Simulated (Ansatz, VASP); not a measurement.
# Two plane-wave programs on C

```xyz
4
Lattice="-2.1119 2.1119 1.2675 2.1119 -2.1119 1.2675 2.1119 2.1119 -1.2675" Properties=species:S:1:pos:R:3 pbc="T T T"
C     0.7624    0.7624    1.2675
C     1.3495    1.3495    0.0000
C     0.7624   -0.7624    1.2675
C    -0.7624    0.7624    1.2675
```

Alike in both runs: task single point; functional PBE; k mesh 8 × 8 × 8; occupations gaussian, width 0.1 eV; no spin polarisation.

```csv
,VASP,Ansatz
version,VASP 6.6.1,Ansatz 0.2.0
potentials or method,"VASP PAW PBE potentials, release 64 (C)","scalar-relativistic, plane waves, PAW"
plane-wave cutoff (eV),520,420
valence electrons in the cell,16,16
```

|  | VASP | Ansatz | Ansatz less VASP |
| --- | --- | --- | --- |
| gap on the k mesh at the Fermi level (eV) | 2.16 | 2.18 | +0.020 |
| least direct gap on the mesh (eV) | 3.47 | 3.48 | +0.010 |
| rms of the force components (eV/Å) | 0.269 | 0.254 | -0.0145 |

Atom by atom the forces differ by 0.015 eV/Å (rms over components).
